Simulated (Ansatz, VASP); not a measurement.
# ZnS: VASP beside Ansatz, part 2 of 2

Aim: how closely do two programs agree when they are given the same cell, functional and k mesh? The structure shown is the end of the Ansatz relaxation below.

VASP 6.6.1 and Ansatz 0.2.0.

So far. Step 3 (VASP: single point, PBEsol, pair 1): The run ends at a pressure of 0.17 GPa, with forces up to 1.4e-4 eV/Å.

**5. Ansatz: relaxation, PBEsol**

Level of this step: Ansatz beside VASP: Kohn-Sham DFT, plane waves, PBEsol (Ansatz).

This run makes the geometry at which the two programs are then compared. The cell compared in this pair holds 112.18 Å³, against 115.27 Å³ for the pair before.

The structure compared here is the end of the Ansatz relaxation.

Contents of input.yaml:

```yaml
crystal:
  lattice:
    - [3.71193522, 0.0, 0.0]
    - [-1.85596761, 3.2146301977, 0.0]
    - [0.0, 0.0, 9.38923986]
  atoms:
    - { symbol: Zn, position: [0.0, 0.0, 0.0] }
    - { symbol: Zn, position: [0.3333333, 0.6666667, 0.3333333] }
    - { symbol: Zn, position: [0.6666667, 0.3333333, 0.6666667] }
    - { symbol: S, position: [0.0, 0.0, 0.75] }
    - { symbol: S, position: [0.3333333, 0.6666667, 0.0833333] }
    - { symbol: S, position: [0.6666667, 0.3333333, 0.4166667] }
kpoints:
  mp_grid: { grid: [8, 8, 3] }
scf:
  occupations: { method: fermi_dirac, width: 0.02 }
hamiltonian:
  xc: pbesol
  pseudopotentials: { kind: paw, azcp: { folder: soft_1 }, xc_functional: pbe }
basis:
  ecutwfc: 600
output:
  forces: true
  stress: true
  write_density: true
  write_potential: true
  elf: true
  volumetric_format: npy
relax:
  f_tol: 0.005
  max_steps: 70
  cell: { stress_tol: 0.02, p_target: 0, fix: [a, b, alpha, beta, gamma] }
```

Run with:

```bash
ansatz run input.yaml --threads 4 --pin off --max-ram 18432MiB --backend cpu --events-out ev --progress --plain --runs-dir out
```

Numbers of over 12 decimals in the logs are rounded to 6 here.

The program printed:

```text
[...]
Crystal: 6 atoms, lattice volume = 112.037 Å³
Basis set: ecut = 600 eV, 3787 PW (Γ), exchange–correlation on 60×60×160 points (8 copies of the dense FFT grid, shifted against one another)
Bands: 33, of which v1, the nominal top of the filled ones, is band 27 counted from 1 (26 counted from 0)
Symmetry: 18 space group operations
[...]
cell:  # Å, volume = 112.1764 Å³
    - [3.711935, 0, 0]
    - [-1.855968, 3.214630, 0]
    - [0, 0, 9.400917]
  atoms:
    - { symbol: Zn, position: [0, 0, -0.00215165] }
    - { symbol: Zn, position: [0.333333, 0.666667, 0.331182] }
    - { symbol: Zn, position: [0.666667, 0.333333, 0.664515] }
    - { symbol: S, position: [0, 0, 0.752152] }
    - { symbol: S, position: [0.333333, 0.666667, 0.085485] }
    - { symbol: S, position: [0.666667, 0.333333, 0.418818] }
[key lines of the parts left out:]
SCF converged after 6 iterations
Free energy (F): -12502.287877 eV
Fermi energy:    7.513460 eV
P = ⅓ Tr σ = 2.2487 GPa (22.487 kbar)
```

**6. VASP: single point, PBEsol, pair 2**

The same cell, functional, mesh and smearing now go to VASP, with its own data sets.

Contents of INCAR:

```
SYSTEM = ZnS
PREC = Accurate
ENCUT = 500
EDIFF = 1E-06
NELM = 120
ISMEAR = -1
SIGMA = 0.02
LREAL = .FALSE.
ALGO = Normal
GGA = PS
NBANDS = 33
LORBIT = 11
LWAVE = .FALSE.
LCHARG = .FALSE.
ISIF = 2
LASPH = .TRUE.
GGA_COMPAT = .FALSE.
EFERMI = MIDGAP
KPAR = 2
```

Contents of POSCAR:

```
ZnS
1.0
    3.7119352200      0.0000000000      0.0000000000
   -1.8559676100      3.2146301977      0.0000000000
    0.0000000000      0.0000000000      9.4009165156
Zn S
3 3
Direct
    1.0000000000      0.0000000000      0.9978483523
    0.3333333333      0.6666666667      0.3311816856
    0.6666666667      0.3333333333      0.6645150190
    1.0000000000      0.0000000000      0.7521516477
    0.3333333333      0.6666666667      0.0854849810
    0.6666666667      0.3333333333      0.4188183144
```

Contents of KPOINTS:

```
Automatic mesh
0
Gamma
8 8 3
0 0 0
```

PAW data sets: Zn and S (PBE family, release 64).

Run with:

```bash
mpirun -np 2 vasp_std
```

The program printed:

```text
[banner, memory and clock lines left out]
running    2 mpi-ranks, on    1 nodes
[...]
[... a notice as in an earlier step ...]

 LDA part: xc-table for (Slater+PW92), standard interpolation
 POSCAR, INCAR and KPOINTS ok, starting setup
[...]
entering main loop
       N       E                     dE             d eps       ncg     rms          rms(c)
DAV:   1     0.398811195824E+03    0.39881E+03   -0.25256E+04  1650   0.195E+03
DAV:   2     0.232912179666E+02   -0.37552E+03   -0.36580E+03  1658   0.412E+02
DAV:   3    -0.223905042196E+02   -0.45682E+02   -0.45380E+02  1934   0.140E+02
DAV:   4    -0.239324187949E+02   -0.15419E+01   -0.15380E+01  1986   0.258E+01
[...]
DAV:  12    -0.227137134094E+02   -0.12455E-04   -0.47026E-05  2018   0.985E-02    0.199E-02
DAV:  13    -0.227137161476E+02   -0.27381E-05   -0.10185E-05  1935   0.257E-02    0.735E-03
DAV:  14    -0.227137168347E+02   -0.68716E-06   -0.11752E-06  1339   0.711E-03
   1 F= -.22713717E+02 E0= -.22713717E+02  d E =0.000000E+00
```

Parts of OUTCAR (step 6):

```text
  Total        2.5065054      2.5065054      0.1670238      0.0000000      0.0000000      0.0000000
  in kB       35.7995549     35.7995549      2.3855441      0.0000000      0.0000000      0.0000000
  external PRESSURE =      24.6615513 kB  Pullay stress =       0.0000000 kB

 POSITION                                       TOTAL-FORCE (eV/Angst)
 -----------------------------------------------------------------------------------
      0.00000      0.00000      9.38069         0.000000      0.000000     -0.000489
     -0.00000      2.14309      3.11341        -0.000000      0.000000     -0.000489
      1.85597      1.07154      6.24705        -0.000000     -0.000000     -0.000489
      0.00000      0.00000      7.07091         0.000000     -0.000000      0.000489
     -0.00000      2.14309      0.80364         0.000000      0.000000      0.000489
      1.85597      1.07154      3.93728         0.000000      0.000000      0.000489
 -----------------------------------------------------------------------------------
    total drift:                                0.000003      0.000001     -0.001170

  FREE ENERGIE OF THE ION-ELECTRON SYSTEM (eV)
  ---------------------------------------------------
  free  energy   TOTEN  =       -22.7137168347 eV

  energy  without entropy=      -22.7137168347  energy(sigma->0) =      -22.71371683

[... 1 part as in an earlier step ...]

[... 2 further parts left out ...]
[key lines of the parts left out:]
E-fermi :   3.6572
```

The run ends at a pressure of 2.47 GPa, with forces up to 4.9e-4 eV/Å.

**7. Differences**

The two programs side by side:

```tsv
quantity	Ansatz	VASP	difference
pressure (GPa)	2.25	2.47	-0.22
gap on the k mesh (eV)	2.104	2.116	-0.012
```

A gap on the mesh is an upper bound, since the band edges may lie between its points.

**8. Ansatz: relaxation, PBEsol**

This run makes the geometry at which the two programs are then compared. The cell compared in this pair holds 116.84 Å³, against 112.18 Å³ for the pair before.

The structure compared here is the end of the Ansatz relaxation.

input.yaml, as its differences from that of step 5:

```diff
@@ -2,5 +2,5 @@
   lattice:
-    - [3.71193522, 0.0, 0.0]
-    - [-1.85596761, 3.2146301977, 0.0]
-    - [0.0, 0.0, 9.38923986]
+    - [3.82556589, 0.0, 0.0]
+    - [-1.912782945, 3.3130372446, 0.0]
+    - [0.0, 0.0, 9.22223757]
   atoms:
```

Run with:

```bash
ansatz run input.yaml --threads 4 --pin off --max-ram 18432MiB --backend cpu --events-out ev --progress --plain --runs-dir out
```

The program printed:

```text
[...]
Crystal: 6 atoms, lattice volume = 116.885 Å³
Basis set: ecut = 600 eV, 3931 PW (Γ), exchange–correlation on 64×64×150 points (8 copies of the dense FFT grid, shifted against one another)
Bands: 33, of which v1, the nominal top of the filled ones, is band 27 counted from 1 (26 counted from 0)
Symmetry: 18 space group operations
[...]
cell:  # Å, volume = 116.8382 Å³
    - [3.825566, 0, 0]
    - [-1.912783, 3.313037, 0]
    - [0, 0, 9.218558]
  atoms:
    - { symbol: Zn, position: [0, 0, 0.000988768] }
    - { symbol: Zn, position: [0.333333, 0.666667, 0.334322] }
    - { symbol: Zn, position: [0.666667, 0.333333, 0.667655] }
    - { symbol: S, position: [0, 0, 0.749011] }
    - { symbol: S, position: [0.333333, 0.666667, 0.082345] }
    - { symbol: S, position: [0.666667, 0.333333, 0.415678] }
[key lines of the parts left out:]
SCF converged after 5 iterations
Free energy (F): -12502.323966 eV
Fermi energy:    6.875523 eV
P = ⅓ Tr σ = -1.0395 GPa (-10.395 kbar)
```

**9. VASP: single point, PBEsol, pair 3**

The same cell, functional, mesh and smearing now go to VASP, with its own data sets.

INCAR is that of step 6.

Contents of POSCAR:

```
ZnS
1.0
    3.8255658900      0.0000000000      0.0000000000
   -1.9127829450      3.3130372446      0.0000000000
    0.0000000000      0.0000000000      9.2185582857
Zn S
3 3
Direct
    0.0000000000      0.0000000000      0.0009887682
    0.3333333333      0.6666666667      0.3343221015
    0.6666666667      0.3333333333      0.6676554348
    0.0000000000      0.0000000000      0.7490112318
    0.3333333333      0.6666666667      0.0823445652
    0.6666666667      0.3333333333      0.4156778985
```

KPOINTS is that of step 6.

Run with:

```bash
mpirun -np 2 vasp_std
```

The program printed:

```text
[... set-up lines as in an earlier step ...]
 entering main loop
       N       E                     dE             d eps       ncg     rms          rms(c)
DAV:   1     0.389634623426E+03    0.38963E+03   -0.25340E+04  1650   0.193E+03
DAV:   2     0.212303280768E+02   -0.36840E+03   -0.35946E+03  1674   0.407E+02
DAV:   3    -0.225316232375E+02   -0.43762E+02   -0.43354E+02  1916   0.137E+02
DAV:   4    -0.239510011806E+02   -0.14194E+01   -0.14162E+01  1954   0.248E+01
[...]
DAV:  13    -0.227565946859E+02   -0.48800E-05   -0.32767E-05  1904   0.271E-02    0.647E-03
DAV:  14    -0.227565934223E+02    0.12635E-05   -0.47951E-06  1745   0.202E-02    0.463E-03
DAV:  15    -0.227565934577E+02   -0.35314E-07   -0.96065E-07   951   0.516E-03
   1 F= -.22756593E+02 E0= -.22756593E+02  d E =-.392256E-23
```

Parts of OUTCAR (step 9):

```text
  Total       -1.0132057     -1.0132057      0.1183755      0.0000000      0.0000000     -0.0000000
  in kB      -13.8938685    -13.8938685      1.6232578      0.0000000      0.0000000     -0.0000000
  external PRESSURE =      -8.7214930 kB  Pullay stress =       0.0000000 kB

 POSITION                                       TOTAL-FORCE (eV/Angst)
 -----------------------------------------------------------------------------------
      0.00000      0.00000      0.00912        -0.000000      0.000000      0.000458
     -0.00000      2.20869      3.08197        -0.000000      0.000000      0.000458
      1.91278      1.10435      6.15482        -0.000000      0.000000      0.000458
      0.00000      0.00000      6.90480         0.000000     -0.000000     -0.000458
     -0.00000      2.20869      0.75910         0.000000     -0.000000     -0.000458
      1.91278      1.10435      3.83195         0.000000     -0.000000     -0.000458
 -----------------------------------------------------------------------------------
    total drift:                                0.000003      0.000001      0.000182

  FREE ENERGIE OF THE ION-ELECTRON SYSTEM (eV)
  ---------------------------------------------------
  free  energy   TOTEN  =       -22.7565934577 eV

  energy  without entropy=      -22.7565934577  energy(sigma->0) =      -22.75659346

[... 1 part as in an earlier step ...]

[... 2 further parts left out ...]
[key lines of the parts left out:]
E-fermi :   3.1772
```

The run ends at a pressure of -0.87 GPa, with forces up to 4.6e-4 eV/Å.

**10. Side by side**

The two programs side by side:

```tsv
quantity	Ansatz	VASP	difference
pressure (GPa)	-1.04	-0.87	-0.17
gap on the k mesh (eV)	1.964	1.973	-0.009
```

A gap on the mesh is an upper bound, since the band edges may lie between its points.

**11. What came out**

| Property | Result |
| --- | --- |
| difference in gap on the k mesh (single point, PBEsol, pair 1) | -0.010 eV |
| difference in gap on the k mesh (single point, PBEsol, pair 2) | -0.012 eV |
| difference in gap on the k mesh (single point, PBEsol, pair 3) | -0.0090 eV |

What this shows: The difference in gap on the k mesh is -0.012 eV (single point, PBEsol, pair 2), within the 0.08 eV picked in this series as the mark of a large difference. 4 further runs of this series are not shown here. How closely two codes agree says nothing of how well the functional describes the real material.

[Lines on the potential files, build, host, timing and source positions are cut from VASP's logs without a mark.]

[Logs are printed without paths, hosts, clocks, repeated set-up lines and the standing remarks that a program may print on its own settings, such as how far it seeks lower states.]

[Hosts, paths, dates, database ids (printed as entryN), source tags and the programs' standing remarks are cut or masked in the printed files.]
